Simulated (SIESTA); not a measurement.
A run of SIESTA 5.4.2:

The input AlN.fdf:

```
SystemName                      AlN
SystemLabel                     AlN
NumberOfSpecies                 2
NumberOfAtoms                   4
%block ChemicalSpeciesLabel
  1  13 Al
  2   7 N
%endblock ChemicalSpeciesLabel

LatticeConstant                 1.0 Ang
%block LatticeVectors
     3.1130000000     0.0000000000     0.0000000000
    -1.5565000000     2.6959370820     0.0000000000
     0.0000000000     0.0000000000     4.9810000000
%endblock LatticeVectors
AtomicCoordinatesFormat         Fractional
%block AtomicCoordinatesAndAtomicSpecies
     0.6666666667     0.3333333333     0.5000000000  1  Al
     0.3333333333     0.6666666667     0.0000000000  1  Al
     0.6666666667     0.3333333333     0.8800000000  2  N
     0.3333333333     0.6666666667     0.3800000000  2  N
%endblock AtomicCoordinatesAndAtomicSpecies

%block kgrid.MonkhorstPack
   10   0   0  0.0
    0  10   0  0.0
    0   0   6  0.0
%endblock kgrid.MonkhorstPack
XC.Functional                   GGA
XC.Authors                      PBE
PAO.BasisSize                   SZ
PAO.EnergyShift                 0.003 Ry
Mesh.Cutoff                     800 Ry
OccupationFunction              FD
ElectronicTemperature           0.05 eV
MaxSCFIterations                120
SCF.MustConverge                false
SCF.Mixer.Method                Pulay
SCF.Mixer.Weight                0.25
SCF.Mixer.History               8
SCF.DM.Tolerance                5.0e-05
SCF.H.Tolerance                 1.0e-03 eV
WriteForces                     true
Charge.Mulliken                 end
BandLinesScale                  ReciprocalLatticeVectors
%block BandLines
    1    0.000000   0.000000   0.000000  \Gamma
   11    0.500000   0.000000   0.000000  M
    7    0.333333   0.333333   0.000000  K
   13    0.000000   0.000000   0.000000  \Gamma
    6    0.000000   0.000000   0.500000  A
   11    0.500000   0.000000   0.500000  L
    7    0.333333   0.333333   0.500000  H
   13    0.000000   0.000000   0.500000  A
    1    0.500000   0.000000   0.500000  L
    6    0.500000   0.000000   0.000000  M
    1    0.333333   0.333333   0.000000  K
    6    0.333333   0.333333   0.500000  H
%endblock BandLines
```

Potentials or basis: PseudoDojo 0.4 standard (PBE files), SZ (energy shift 0.003 Ry).

Run with:

```console
$ siesta < AlN.fdf > AlN.out 2>&1
```

Hardware: 1 thread of Intel(R) Xeon(R) 6975P-C (Granite Rapids), on a shared host.

Problem. Estimate the wall time of this run.

Solution. Run time: 23 s on 1 thread of Intel(R) Xeon(R) 6975P-C (Granite Rapids), with other jobs on the host, peak memory 0.32 GiB. Counts: scf iterations 8, k points 338, bands 16.
